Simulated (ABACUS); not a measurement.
Runs of ABACUS 3.10.1 on Os. Symmetry: Fm-3m, No. 225, cubic system. Conventional cell: a = 3.890 Å, b = 3.890 Å, c = 3.890 Å, α = 90.00°, β = 90.00°, γ = 90.00°. Around Os (site symmetry m-3m) lie 12 Os at 2.75 Å. This isn't the form of Os at room conditions, which is hcp.

```tsv
task	potentials or basis	cell	orbital files	gap on the mesh (eV)	pressure (GPa)	V0 of scaled cells (Å³/atom)	B0 (GPa)
single point	PseudoDojo NC SR 0.4.1 PBE standard, DZP LCAO (the cutoffs set its grid)	as given	Os Os_confined-atom_7au_3s2p2d1f.orb	none	-9.0	-	-
equation of state	PseudoDojo NC SR 0.4.1 PBE standard, DZP LCAO (the cutoffs set its grid)	as given	Os Os_confined-atom_7au_3s2p2d1f.orb	-	-	14.36	(a)
single point	PseudoDojo NC SR 0.4.1 PBE standard, DZP LCAO (the cutoffs set its grid)	cell strained at random at fixed volume	Os Os_confined-atom_7au_3s2p2d1f.orb	none	-8.6	-	-
single point	PseudoDojo NC SR 0.4.1 PBE standard, TZDP LCAO (the cutoffs set its grid)	as given	Os Os_confined-atom_7au_4s3p3d1f.orb	none	(b)	-	-
equation of state	PseudoDojo NC SR 0.4.1 PBE standard, TZDP LCAO (the cutoffs set its grid)	as given	Os Os_confined-atom_7au_4s3p3d1f.orb	-	-	14.32	394
```

Alike in all rows: level PBE; no spin polarisation; k mesh 12 × 12 × 12; cutoff (eV) 1361; smearing fermi-dirac 0.05 eV.

Question: Fill in the values left out.

Answer: (a) 390; (b) -10.0.

Caveats: the atomic orbitals were generated for these runs and aren't a published set; the basis of atomic orbitals isn't converged, which shifts pressures, moduli and gaps.

A k mesh can miss the band edges, and the runs leave out spin-orbit coupling on Os.

A gap of «none» marks a metal or a gap under the smearing width.
